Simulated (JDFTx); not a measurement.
Runs of JDFTx 1.7.0 (patched build) on BP. It takes space group F-43m (No. 216, cubic). The conventional cell has a = 4.538 Å, b = 4.538 Å, c = 4.538 Å, α = 90.00°, β = 90.00°, γ = 90.00°. Around P (site symmetry -43m) lie 4 B at 1.97 Å. B (site symmetry -43m) has 4 P at 1.97 Å as nearest neighbours. 

```csv
task,level,potentials or basis,k mesh,cutoff (eV),smearing,density cutoff over wavefunction cutoff,max SCF steps,SCF threshold on the energy,solver of the electrons,further solve for the empty bands,mesh quality,gap on the mesh (eV),pressure (GPa)
single point,PBE,PseudoDojo-SR-PBE-0.5-standard,5 × 5 × 5,1034,fermi-dirac 0.05 eV,8,100,1e-09 Ha,scf,yes,coarse,1.24,1.3
single point,LDA,PseudoDojo-SR-LDA-0.4.1-standard with smoothed tails,10 × 10 × 10,1034,fermi-dirac 0.05 eV,8,100,1e-09 Ha,scf,yes,not flagged,(a),-5.6
single point,PBE,PseudoDojo-SR-PBE-0.5-standard,10 × 10 × 10,1034,fermi-dirac 0.05 eV,4,100,1e-08 Ha,scf,yes,not flagged,(b),1.0
single point,BLYP,PseudoDojo-SR-PBE-0.5-standard with smoothed tails,10 × 10 × 10,1034,fermi-dirac 0.05 eV,8,100,1e-09 Ha,scf,yes,not flagged,1.52,7.2
```

Alike in all rows: no spin polarisation; cell as given.

Question: Estimate the missing entries.

Answer: (a) 1.20; (b) 1.25.

Caveats: some runs use coarse meshes; the empty levels aren't tightly converged (some runs); an odd mesh through Γ misses points on the zone boundary, where band edges often lie (some runs); the potentials were made for another functional, which shifts forces and pressure (some runs).

Not every run made on this cell is shown here.
